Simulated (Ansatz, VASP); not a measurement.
# Ga in VASP and in Ansatz

Contents of POSCAR:

```
Ga
1.0
    2.8520440651      0.0000000000      0.0000000000
   -1.4260220326      2.4699426131      0.0000000000
    0.0000000000      0.0000000000      4.5022531271
Ga
2
Direct
    0.3333333333      0.6666666667      0.2500000000
    0.6666666667      0.3333333333      0.7500000000
```

INCAR.step1

```
PREC = Accurate ; ENCUT = 520
ISMEAR = -1 ; SIGMA = 0.1
LREAL = F ; LASPH = T
NELM = 80 ; NBANDS = 20
GGA = PE ; ALGO = Normal
EDIFF = 1E-4 ; LWAVE = T
LCHARG = F
```

The input INCAR.step2:

```
PREC = Accurate ; ENCUT = 520
EDIFF = 1E-6 ; ISMEAR = -1
SIGMA = 0.1 ; LREAL = F
LASPH = T ; NELM = 80
ALGO = Normal ; ISIF = 2
LWAVE = F ; LCHARG = T
METAGGA = R2SCAN ; LMIXTAU = T
LELF = T ; LVHAR = T
NBANDS = 20 ; ISTART = 1
```

Contents of KPOINTS:

```
regular mesh
0
Gamma
  14 14 8
```

Input for Ansatz:

```yaml
crystal:
  lattice:
    - [2.8520440651, 0.0, 0.0]
    - [-1.4260220326, 2.4699426131, 0.0]
    - [0.0, 0.0, 4.5022531271]
  atoms:
    - { symbol: Ga, position: [0.3333333333, 0.6666666667, 0.25] }
    - { symbol: Ga, position: [0.6666666667, 0.3333333333, 0.75] }
hamiltonian:
  xc: r2scan
  pseudopotentials:
    kind: paw
    azcp:
      Ga: "pseudopotentials/Ga.paw.azcp"
basis:
  ecutwfc: 500
  fft_grid_basis: typed
kpoints:
  mp_grid: { grid: [14, 14, 8], shift: [0, 0, 0] }
magnetization:
  spin_polarized: false
scf:
  occupations: { method: fermi_dirac, width: 0.1 }
  lower_state_search: "off"
output:
  stress: true
  write_density: true
  write_potential: true
  elf: true
  volumetric_format: npy
```

Alike in both runs: task single point; functional r2SCAN; k mesh 14 × 14 × 8; occupations fermi-dirac, width 0.1 eV; no spin polarisation.

|  | VASP | Ansatz |
| --- | --- | --- |
| version | VASP 6.6.1 | Ansatz 0.2.0 |
| potentials or method | VASP PAW PBE potentials, release 64 (Ga_d) | plane waves (500 eV) with PAW, scalar-relativistic |
| plane-wave cutoff (eV) | 520 | 500 |
| valence electrons in the cell | 26 | 26 |

|  | VASP | Ansatz | Ansatz less VASP |
| --- | --- | --- | --- |
| pressure (GPa) | 10.2 | 10.2 | -0.07 |
| largest component of the traceless stress (GPa) | 0.56 | 0.58 | +0.017 |

Caveats: the PAW data sets were made with another functional, which shifts forces and pressure a little (VASP).
